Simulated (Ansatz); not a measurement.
Input and command of a plane-wave DFT calculation in Ansatz:

```yaml
crystal:
  lattice:
    - [-2.6911633923, 2.6911633923, 1.3268291593]
    - [2.6911633923, -2.6911633923, 1.3268291593]
    - [2.6911633923, 2.6911633923, -1.3268291593]
  atoms:
    - { symbol: Ge, position: [0.25, 0.75, 0.5] }
    - { symbol: Ge, position: [0.5, 0.5, 0.0] }
basis:
  ecutwfc: 420
kpoints:
  mp_grid: { grid: [24, 24, 24] }
hamiltonian:
  xc: pbesol
scf:
  occupations: { method: gaussian, width: 0.15 }
output:
  forces: true
  stress: true
  eigenvalues: true
```

```bash
ansatz run input.yaml --threads 2 --pin off --max-ram 5120MiB --backend cpu --events-out ev --progress --plain --runs-dir out
```

Processor: Intel(R) Xeon(R) Platinum 8488C (Sapphire Rapids), 2 threads, on a host shared with other jobs.

Question: Estimate time, memory and problem size.

Answer: About 18 s on 2 threads of Intel(R) Xeon(R) Platinum 8488C (Sapphire Rapids), with other jobs on the host, peak memory 0.89 GiB. It solves 18 bands at 1063 k points (the mesh reduced by symmetry) with about 749 plane waves, in 6 SCF iterations.
